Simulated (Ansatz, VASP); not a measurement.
# Cross-check of Ga26As26C (V_As-C_Ga) between VASP and Ansatz

One calculation is typed for both programs; each brings its own data sets. How far apart do they land? The cell is taken from a series of runs on this material, whose earlier steps may have relaxed, scaled, displaced or heated it; both programs get it as it stands.

Calculated with Ansatz 0.2.0; plane waves, with VASP 6.6.1 beside it; single point at r2SCAN.

### Step 1. The starting structure

The cell holds 53 atoms: 26 Ga, 26 As and 1 C. Cell: a = 12.017 Å, b = 12.017 Å, c = 12.017 Å, α = 60.0°, β = 60.0°, γ = 60.0°. It derives from GaAs (GaAs (F-43m)). Nearest the centre at fractional (0.375, 0.375, 0.542): C53 at 1.70 Å, As38 at 2.83 Å, As40 at 2.84 Å, As32 at 2.84 Å, Ga22 at 2.88 Å, Ga16 at 2.91 Å, Ga14 at 2.93 Å, Ga20 at 4.07 Å.

As a file:

```cif
data_structure
_symmetry_space_group_name_H-M 'P 1'
_symmetry_Int_Tables_number 1
_cell_length_a 12.0168
_cell_length_b 12.0168
_cell_length_c 12.0168
_cell_angle_alpha 60.000
_cell_angle_beta 60.000
_cell_angle_gamma 60.000
_cell_volume 1227.01
loop_
_atom_site_label
_atom_site_type_symbol
_atom_site_fract_x
_atom_site_fract_y
_atom_site_fract_z
_atom_site_occupancy
Ga1 Ga 0.99819 0.99911 0.00332 1
Ga2 Ga 0.99735 0.99864 0.33843 1
Ga3 Ga 0.99900 0.00000 0.66867 1
Ga4 Ga 0.00073 0.33095 0.00459 1
Ga5 Ga 0.99739 0.33343 0.33809 1
Ga6 Ga 0.01111 0.33132 0.66464 1
Ga7 Ga 0.99830 0.66695 0.00298 1
Ga8 Ga 0.00050 0.66615 0.33500 1
Ga9 Ga 0.01156 0.66073 0.66389 1
Ga10 Ga 0.32997 0.00178 0.00454 1
Ga11 Ga 0.33240 0.99859 0.33805 1
Ga12 Ga 0.33041 0.01188 0.66476 1
Ga13 Ga 0.32996 0.33092 0.00375 1
Ga14 Ga 0.34895 0.34921 0.32647 1
Ga15 Ga 0.33526 0.67009 0.99214 1
Ga16 Ga 0.34953 0.63968 0.32785 1
Ga17 Ga 0.33071 0.66045 0.66401 1
Ga18 Ga 0.66603 0.99923 0.00296 1
Ga19 Ga 0.66547 0.00117 0.33504 1
Ga20 Ga 0.65986 0.01245 0.66380 1
Ga21 Ga 0.66933 0.33621 0.99200 1
Ga22 Ga 0.63664 0.35100 0.32819 1
Ga23 Ga 0.65956 0.33170 0.66379 1
Ga24 Ga 0.66949 0.67022 0.99156 1
Ga25 Ga 0.66520 0.66586 0.33480 1
Ga26 Ga 0.66708 0.66786 0.66471 1
As27 As 0.08050 0.08146 0.08900 1
As28 As 0.08208 0.08310 0.41945 1
As29 As 0.08177 0.08267 0.75298 1
As30 As 0.08050 0.41661 0.08863 1
As31 As 0.09291 0.41660 0.41519 1
As32 As 0.11679 0.39960 0.75143 1
As33 As 0.08452 0.74943 0.08402 1
As34 As 0.09385 0.74308 0.41424 1
As35 As 0.08204 0.75025 0.75264 1
As36 As 0.41568 0.08146 0.08860 1
As37 As 0.41589 0.09340 0.41532 1
As38 As 0.39868 0.11777 0.75138 1
As39 As 0.41992 0.42071 0.07539 1
As40 As 0.39857 0.39948 0.75138 1
As41 As 0.42009 0.75037 0.07667 1
As42 As 0.41568 0.74293 0.41431 1
As43 As 0.41650 0.75407 0.74291 1
As44 As 0.74852 0.08542 0.08403 1
As45 As 0.74190 0.09504 0.41419 1
As46 As 0.74927 0.08300 0.75261 1
As47 As 0.74932 0.42090 0.07690 1
As48 As 0.74166 0.41644 0.41412 1
As49 As 0.75328 0.41730 0.74279 1
As50 As 0.74869 0.74962 0.08379 1
As51 As 0.75028 0.75096 0.41491 1
As52 As 0.75355 0.75443 0.74229 1
C53 C 0.31661 0.31756 0.71461 1
```

### Step 2. VASP: single point, r2SCAN

A single point gives forces, pressure and levels at one fixed geometry, so differences don't come from the geometry; what else differs is listed under the comparison.

Lines of VASP's logs that name or quote its potential files are left out, and so is its time.

The input, INCAR:

```
SYSTEM = Ga26As26C
PREC = Accurate
ENCUT = 580
EDIFF = 1E-06
NELM = 120
ISMEAR = 0
SIGMA = 0.01
LREAL = Auto
ALGO = Normal
METAGGA = R2SCAN
LASPH = .TRUE.
NBANDS = 273
LORBIT = 11
LWAVE = .FALSE.
LCHARG = .FALSE.
ISIF = 2
ISYM = 0
GGA_COMPAT = .FALSE.
EFERMI = MIDGAP
LMIXTAU = .TRUE.
```

The input, POSCAR:

```
Ga26As26C
1.0
    0.0000000000      8.4971383567      8.4971383567
    8.4971383567      0.0000000000      8.4971383567
    8.4971383567      8.4971383567      0.0000000000
Ga As C
26 26 1
Direct
    0.9981900000      0.9991100000      0.0033200000
    0.9973500000      0.9986400000      0.3384300000
    0.9990000000      0.0000000000      0.6686700000
    0.0007300000      0.3309500000      0.0045900000
    0.9973900000      0.3334300000      0.3380900000
    0.0111100000      0.3313200000      0.6646400000
    0.9983000000      0.6669500000      0.0029800000
    0.0005000000      0.6661500000      0.3350000000
    0.0115600000      0.6607300000      0.6638900000
    0.3299700000      0.0017800000      0.0045400000
    0.3324000000      0.9985900000      0.3380500000
    0.3304100000      0.0118800000      0.6647600000
    0.3299600000      0.3309200000      0.0037500000
    0.3489500000      0.3492100000      0.3264700000
    0.3352600000      0.6700900000      0.9921400000
    0.3495300000      0.6396800000      0.3278500000
    0.3307100000      0.6604500000      0.6640100000
    0.6660300000      0.9992300000      0.0029600000
    0.6654700000      0.0011700000      0.3350400000
    0.6598600000      0.0124500000      0.6638000000
    0.6693300000      0.3362100000      0.9920000000
    0.6366400000      0.3510000000      0.3281900000
    0.6595600000      0.3317000000      0.6637900000
    0.6694900000      0.6702200000      0.9915600000
    0.6652000000      0.6658600000      0.3348000000
    0.6670800000      0.6678600000      0.6647100000
    0.0805000000      0.0814600000      0.0890000000
    0.0820800000      0.0831000000      0.4194500000
    0.0817700000      0.0826700000      0.7529800000
    0.0805000000      0.4166100000      0.0886300000
    0.0929100000      0.4166000000      0.4151900000
    0.1167900000      0.3996000000      0.7514300000
    0.0845200000      0.7494300000      0.0840200000
    0.0938500000      0.7430800000      0.4142400000
    0.0820400000      0.7502500000      0.7526400000
    0.4156800000      0.0814600000      0.0886000000
    0.4158900000      0.0934000000      0.4153200000
    0.3986800000      0.1177700000      0.7513800000
    0.4199200000      0.4207100000      0.0753900000
    0.3985700000      0.3994800000      0.7513800000
    0.4200900000      0.7503700000      0.0766700000
    0.4156800000      0.7429300000      0.4143100000
    0.4165000000      0.7540700000      0.7429100000
    0.7485200000      0.0854200000      0.0840300000
    0.7419000000      0.0950400000      0.4141900000
    0.7492700000      0.0830000000      0.7526100000
    0.7493200000      0.4209000000      0.0769000000
    0.7416600000      0.4164400000      0.4141200000
    0.7532800000      0.4173000000      0.7427900000
    0.7486900000      0.7496200000      0.0837900000
    0.7502800000      0.7509600000      0.4149100000
    0.7535500000      0.7544300000      0.7422900000
    0.3166100000      0.3175600000      0.7146100000
```

The input, KPOINTS:

```
Points of the shifted mesh
8
Reciprocal
 0.2500000000  0.2500000000  0.2500000000 1
 0.2500000000  0.2500000000  0.7500000000 1
 0.2500000000  0.7500000000  0.2500000000 1
 0.2500000000  0.7500000000  0.7500000000 1
 0.7500000000  0.2500000000  0.2500000000 1
 0.7500000000  0.2500000000  0.7500000000 1
 0.7500000000  0.7500000000  0.2500000000 1
 0.7500000000  0.7500000000  0.7500000000 1
```

PAW data sets: Ga_d, As and C (PBE family, release 64).

On the command line:

```bash
> export OMP_NUM_THREADS=3
> mpirun -np 1 vasp_std
```

Numbers of over 12 decimals in the logs are rounded to 6 here.

Log:

```text
[banner, memory and clock lines left out]
running    1 mpi-ranks, on    1 nodes
[...]
Offloading initialized ...    1 GPUs detected
[...]
|                                                                             |
|               ----> ADVICE to this user running VASP <----                  |
|                                                                             |
|     You enforced a specific xc type in the INCAR file but a different       |
|     [... a line on the potential file left out ...]
|     I HOPE YOU KNOW WHAT YOU ARE DOING!                                     |
|                                                                             |

 LDA part: xc-table for (None), standard interpolation
 POSCAR, INCAR and KPOINTS ok, starting setup
[...]
entering main loop
       N       E                     dE             d eps       ncg     rms          rms(c)
DAV:   1     0.618064081646E+04    0.61806E+04   -0.20263E+05  4440   0.267E+03
DAV:   2     0.972930591269E+03   -0.52077E+04   -0.50660E+04  4368   0.780E+02
DAV:   3    -0.561880553068E+03   -0.15348E+04   -0.14464E+04  5335   0.265E+02
DAV:   4    -0.748344228509E+03   -0.18646E+03   -0.18192E+03  5166   0.849E+01
[...]
DAV:  18    -0.706770062056E+03   -0.10913E-05   -0.24401E-06  3032   0.132E-02    0.198E-03
DAV:  19    -0.706770063236E+03   -0.11809E-05   -0.11420E-06  2560   0.560E-03    0.107E-03
DAV:  20    -0.706770062717E+03    0.51939E-06   -0.60128E-07  2544   0.521E-03
   1 F= -.70677006E+03 E0= -.70677006E+03  d E =-.472530-145
```

From OUTCAR (step 2):

```text
  Total      -11.0159350    -11.0802183    -11.3199674      5.1258951     -6.4661151     -6.3693841
  in kB      -14.3841393    -14.4680777    -14.7811320      6.6931758     -8.4431780     -8.3168709
  external PRESSURE =     -14.5444497 kB  Pullay stress =       0.0000000 kB

 POSITION                                       TOTAL-FORCE (eV/Angst)
 -----------------------------------------------------------------------------------
      8.51779      8.50997     16.97133         0.000618     -0.002081     -0.000072
     11.36127     11.35031     16.96020         0.001794      0.006607     -0.003728
      5.68178     14.17042      8.48864         0.005164      0.001666     -0.000434
      2.85113      0.04520      2.81833        -0.005341     -0.009134      0.005603
      5.70600     11.34776     11.30816         0.000120      0.000885      0.003238
      8.46281      5.74194      2.90968         0.002348      0.001813      0.004517
      5.69249      8.50801     14.14986         0.006163     -0.002656      0.003119
      8.50691      2.85079      5.66462         0.000336      0.005719     -0.004275
     11.25548      5.73939      5.71254        -0.008040      0.008206     -0.010817
      0.05370      2.84238      2.81893        -0.010807     -0.011839      0.012443
     11.35762      5.69691     11.30961         0.001515      0.004373     -0.003362
      5.74950      8.45610      2.90849         0.002345      0.002355      0.011639
      2.84374      2.83558      5.61559        -0.010561     -0.006693      0.008529
      5.74135      5.73914      5.93236         0.011408      0.010447      0.002781
[...]
-----------------------------------------------------------------------------------
    total drift:                               -0.042071     -0.013679     -0.024526

  FREE ENERGIE OF THE ION-ELECTRON SYSTEM (eV)
  ---------------------------------------------------
  free  energy   TOTEN  =      -706.7700627171 eV

  energy  without entropy=     -706.7700627171  energy(sigma->0) =     -706.77006272

[... 2 further parts left out ...]
```

The run ends at a pressure of -1.45 GPa, with forces up to 0.021 eV/Å.

### Step 3. Ansatz: single point, r2SCAN

Ansatz runs on its PAW soft_1 files.

The same cell, functional and mesh now go to Ansatz.

The input, input.yaml:

```yaml
crystal:
  checkpoint: "../q0.relax.run"
  host: checkpoint
basis:
  ecutwfc: 500
  xc_grid: 2
hamiltonian:
  xc: r2scan
  pseudopotentials: { kind: paw, azcp: { folder: soft_1 } }
kpoints:
  mp_grid: { grid: [2, 2, 2], shift: [0.5, 0.5, 0.5] }
scf:
  occupations: { method: fixed }
  max_iter: 100
output:
  forces: true
  charged_corrections:
    epsilon: 14.35
    static_epsilon: 16.31
    defect_position: [0.375, 0.375, 0.541667]
  eigenvalues: true
  eigenstates: { localisation: true }
checkpoint:
  read: "../q0.relax.run"
  write: "../q0.semi.run"
  compress: false
  write_wavefunctions: false
  write_every: 100000
```

On the command line:

```bash
> ansatz run input.yaml --threads 32 --pin off --max-ram 131891MiB --backend cuda --events-out ev --progress --plain --runs-dir out
```

Log:

```text
crystal.checkpoint: the structure is that of <dir>, a `relax` run, at its step 11: its result, under r2scan at a charge of 0 e; 53 atoms read, 0 with a starting moment; crystal.structure_sha256 for this input is
Engine: ansatz 0.2.0, aarch64-unknown-linux-gnu
Pseudopotentials: kind: paw
Pseudopotential: Ga, paw, valence charge 13, recommended cutoff 500 eV (meta_gga), soft_1/Ga.paw.azcp
Pseudopotential: As, paw, valence charge 15, recommended cutoff 500 eV (meta_gga), soft_1/As.paw.azcp
Pseudopotential: C, paw, valence charge 4, recommended cutoff 500 eV (meta_gga), soft_1/C.paw.azcp
Functional definition: r2SCAN
  parameter k0 = 0.174
  parameter k1 = 0.065
  parameter a1 = 4.9479
  exchange = r2scan_x(k0 = k0, k1 = k1, a1 = a1)
  correlation = r2scan_c
device memory: the entry about to start is reckoned to put 19.7 GiB on a device that reports 182.5 GiB free
GPU FFT provider: cuFFT
GPU libraries: cuBLAS 13.8.1, cuFFT 12.4.0, cuSOLVER 12.3.2
GPU matrix products: emulated (plane waves: as basis.precision tells), large ones in fixed point in workspaces of 1.00 GiB
Crystal: 53 atoms, lattice volume = 1227.010 Å³
Basis set: ecut = 500 eV, 30923 PW (Γ), exchange–correlation on 180×180×180 points (8 copies of the dense FFT grid, shifted against one another)
Bands: 440, of which v1, the nominal top of the filled ones, is band 366 counted from 1 (365 counted from 0)
Symmetry: 1 space group operations
Space group: P1 (ITA 1), of the structure as read, at distance tolerance 1.1e-4 Å
k-points: 4 of 8 (time reversal used)
Non-local potential: Ga, projectors of the file, l = 0: 2, l = 1: 2, l = 2: 3, l = 3: 1
Non-local potential: As, projectors of the file, l = 0: 2, l = 1: 2, l = 2: 3, l = 3: 1
Non-local potential: C, projectors of the file, l = 0: 2, l = 1: 2, l = 2: 1
PAW form: soft (Blöchl's): semilocal exchange-correlation on the pseudo side does not see the compensation charge
PAW frozen core: Ga, regenerated for the run's functional (the file was generated under x = pbe(κ = 0.804, μ = 0.219515), c = pbe(β = 0.066725))
PAW frozen core: As, regenerated for the run's functional (the file was generated under x = pbe(κ = 0.804, μ = 0.219515), c = pbe(β = 0.066725))
PAW frozen core: C, regenerated for the run's functional (the file was generated under x = pbe(κ = 0.804, μ = 0.219515), c = pbe(β = 0.066725))
PAW one-centre angular grid: Ga, 590 points (default); XC on 160 Gauss nodes
PAW one-centre angular grid: As, 590 points (default); XC on 160 Gauss nodes
PAW one-centre angular grid: C, 302 points (default); XC on 219 of its mesh's 2255 points in the sphere
Initial density: read from a saved state, or passed on in memory by an earlier SCF of this step, an earlier step, the calling program or the single point that the run made first
Stability of the state it starts from, as read at its close in the unpolarized treatment: not read negative (Ritz values of 1 − χ₀K, real part plus size of imaginary part, from 1.1 to 1.3, by its mixing steps under no symmetry)
Initial wavefunctions: those read from a saved state, or passed on in memory by an earlier step or the calling program
GPU buffer pool allocated for 729000 grid points (all kernels)
GPU transforms: local potential and band sums: pruned to the plane-wave sphere, on 90×90×90
Functional: x = r2scan, c = r2scan; τ floored in thin density (d = 2e-4 eV/Å³)
SCF iter   1: F=—  HF=-225295.055085 eV  |Δ(HF+E_count)|=         —  Δρ=1.44e-6  dr2=2.86e-8  dr2_τ=2.36e-10  Hψ=4340
preconditioner: auto → Resta (q_TF=auto, 2.503 Å⁻¹)  ε∞=3.4  [insulator: Δε(μ)=0.365 eV  Ē_g=14.923 eV  n_scr=330 (ndim 8)  ℏωp=23.0 eV  f_vac=0.086  ε∞_Penn≈3.4]
SCF iter   2: F=-225295.055085 eV  HF=-225295.055085 eV  |Δ(HF+E_count)|=   1.34e-8  Δρ=9.50e-7  dr2=1.24e-8  dr2_τ=1.03e-10  Hψ=3988
SCF 1 converged in 2 iterations: F = -225295.055085 eV  dr2 = 1.24e-8
  greatest PAW one-centre occupation: 0.999 electrons in one spin orbital (limit 2), on the As atom at site 23 (counted from 0), in its partial waves of l = 2
SCF converged after 2 iterations
Free energy (F): -225295.055085 eV
Harris-Foulkes:  -225295.055085 eV  (|F-HF|=1.00e-8)
Internal energy: -225295.055085 eV  (E = F + TS)
E sigma→0 (E₀):  -225295.055085 eV
Fermi energy:    7.766013 eV
--- Per-component energies (eV) ---
  E_band       = -9114.919240
  E_kinetic    = 5489.917160
  E_local      = -97456.323693  (includes V_loc(G=0)·N_el)
  E_nonlocal   = -12575.134608
  E_hartree    = 56492.082805
  E_xc         = -3246.613099
  E_vxc        = -3581.582899  (∫ρ·V_xc dr)
  E_paw        = -104898.033828  (= ΣΔE_a)
  E_vpaw       = -14165.015276  (= ΣTr[D̂ρ^β])
  E_aug_tail   = 0.001383  (compensation charges beyond the density's cutoff)
  E_vtau       = 189.053048  (kinetic-family band-sum trace: ∫τ·v_τ [+ j·A + Jᵃ·Aᵃ] dr)
  E_ewald      = -69046.054481
  E_core_change = -54.896724  (= ΣΔE_core)
  E_smearing   = -0.000000  (= −TS)
  E_closure    = -0.000000  (closes the sum)
  Σ components = -225295.055085   (vs F -225295.055085, Δ=0.00e0)
--- Forces (eV/Å), atoms counted from 1 ---
  atom   1  Ga     0.00030604    -0.00005300    -0.00017988
  atom   2  As     0.00028171    -0.00037596     0.00032618
  atom   3  Ga    -0.00027196     0.00075896    -0.00043493
  atom   4  As    -0.00000532    -0.00013471    -0.00045778
  atom   5  Ga    -0.00059121     0.00004230     0.00024665
  atom   6  As     0.00008886     0.00030650     0.00037624
  [... 47 more lines of this table ...]
  max |Σ_I F_I| component: 3.54e-4 eV/Å
--- Band table (eV) ---
  k-point 0: bands = ["-29.1676", "-29.1617", "-29.1372", "-29.1356", "-29.1340", "-29.1295", "-29.1272", "-29.0985", "-29.0977", "-29.0976", "-29.0972", "-29.0968", "-29.0954", "-29.0558", "-29.0556"
  k-point 1: bands = ["-29.1676", "-29.1617", "-29.1372", "-29.1356", "-29.1340", "-29.1295", "-29.1272", "-29.0985", "-29.0977", "-29.0976", "-29.0972", "-29.0968", "-29.0954", "-29.0558", "-29.0556"
  k-point 2: bands = ["-29.1676", "-29.1617", "-29.1372", "-29.1356", "-29.1340", "-29.1295", "-29.1272", "-29.0985", "-29.0977", "-29.0976", "-29.0972", "-29.0968", "-29.0954", "-29.0558", "-29.0556"
  k-point 3: bands = ["-29.1676", "-29.1617", "-29.1372", "-29.1356", "-29.1340", "-29.1295", "-29.1272", "-29.0985", "-29.0977", "-29.0976", "-29.0972", "-29.0968", "-29.0954", "-29.0558", "-29.0556"
```

### Step 4. Comparison

Known differences besides the potentials themselves: VASP keeps PBE cores, Ansatz makes them for the functional; fixed occupations in Ansatz, narrow Gaussian smearing in VASP; the data sets hold 732 valence electrons in Ansatz (on its PAW soft_1 files) and 472 in VASP; the cutoff is 500 eV in Ansatz and 580 eV in VASP (PREC = Accurate, projectors in real space). Total energies have different zeros and are not compared.

Compared:

```
              quantity  Ansatz   VASP  difference
gap on the k mesh (eV)   0.365  0.363      +0.002
```

At this near-relaxed geometry the largest component of a force difference is 15 meV/Å. A gap on the mesh is an upper bound, since the band edges may lie between its points.

### Step 5. Summary of results

| Property | Result |
| --- | --- |
| difference in gap on the k mesh (single point, r2SCAN) | 0.0019 eV |

The difference in gap on the k mesh is 0.0019 eV (single point, r2SCAN), within the 0.08 eV picked in this series as the mark of a large difference. The data sets hold unlike numbers of valence electrons (732 in Ansatz and 472 in VASP), so part of the differences comes from the potentials. Such differences can come from data sets, numerical settings and the points named under the comparisons, not from the functional's error against experiment.

[Lines on the potential files, build, host, timing and source positions are cut from VASP's logs without a mark.]

[Logs are printed without paths, hosts, clocks, repeated set-up lines and the standing remarks that a program may print on its own settings, such as how far it seeks lower states.]

[Hosts, paths, dates, database ids (printed as entryN), source tags and the programs' standing remarks are cut or masked in the printed files.]
